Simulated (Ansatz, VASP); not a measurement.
**Two plane-wave programs on BiTe**

The input INCAR:

```
PREC = Accurate
ENCUT = 520
EDIFF = 1E-8
ISMEAR = -1
SIGMA = 0.03
LREAL = False
LASPH = True
NELM = 100
ALGO = Normal
ISIF = 2
LWAVE = False
LCHARG = False
GGA = PE
LEFG = True
NBANDS = 18
```

Contents of KPOINTS:

```
Automatic mesh
0
Gamma
  10 10 10
```

The input POSCAR:

```
BiTe
1.0
    0.0000000000      3.2350000000      3.2350000000
    3.2350000000      0.0000000000      3.2350000000
    3.2350000000      3.2350000000      0.0000000000
Bi Te
1 1
Direct
    0.0000000000      0.0000000000      0.0000000000
    0.5000000000      0.5000000000      0.5000000000
```

Input for Ansatz:

```yaml
crystal:
  lattice:
    - [0.0, 3.235, 3.235]
    - [3.235, 0.0, 3.235]
    - [3.235, 3.235, 0.0]
  atoms:
    - { symbol: Bi, position: [0.0, 0.0, 0.0] }
    - { symbol: Te, position: [0.5, 0.5, 0.5] }
kpoints:
  mp_grid: { grid: [10, 10, 10] }
  band_path:
    path:
      - [0.0, 0.0, 0.0]
      - [0.5, 0.0, 0.5]
      - [0.625, 0.25, 0.625]
      - [0.375, 0.375, 0.75]
      - [0.0, 0.0, 0.0]
      - [0.5, 0.5, 0.5]
      - [0.5, 0.25, 0.75]
      - [0.5, 0.0, 0.5]
    npoints: 8
scf:
  occupations: { method: fermi_dirac, width: 0.03 }
hamiltonian:
  xc: pbe
  pseudopotentials: { kind: paw }
output:
  forces: true
  stress: true
  eigenvalues: true
  efg: { contact_densities: true }
  populations: true
  bader: true
  dos: { projected: true, de: 0.2, e_range: [-14, 8] }
```

Alike in both runs: task electric field gradients; functional PBE; k mesh 10 × 10 × 10; occupations fermi-dirac, width 0.03 eV; no spin polarisation.

|  | VASP | Ansatz |
| --- | --- | --- |
| version | VASP 6.6.1 | Ansatz 0.2.0 |
| potentials or method | VASP PAW PBE potentials, release 64 (Bi_d, Te) | PAW with Ansatz's default frozen-core files, scalar-relativistic |
| plane-wave cutoff (eV) | 520 | 420 |
| valence electrons in the cell | 21 | 31 |

|  | VASP | Ansatz | Ansatz less VASP |
| --- | --- | --- | --- |
| pressure (GPa) | 0.8 | 0.8 | +0.05 |
| Vzz of the field gradient on the site that differs most (V/Å²) | 0.0 | 0.0 | 0.00 |

With one functional, cell and mesh, what is left measures potentials, basis and numerics. The two sets of potentials don't hold the same shells in valence. Ansatz warned: «gradients_without_spin_orbit».

Caveats: spin-orbit coupling is left out, which moves the levels of the heavy elements.
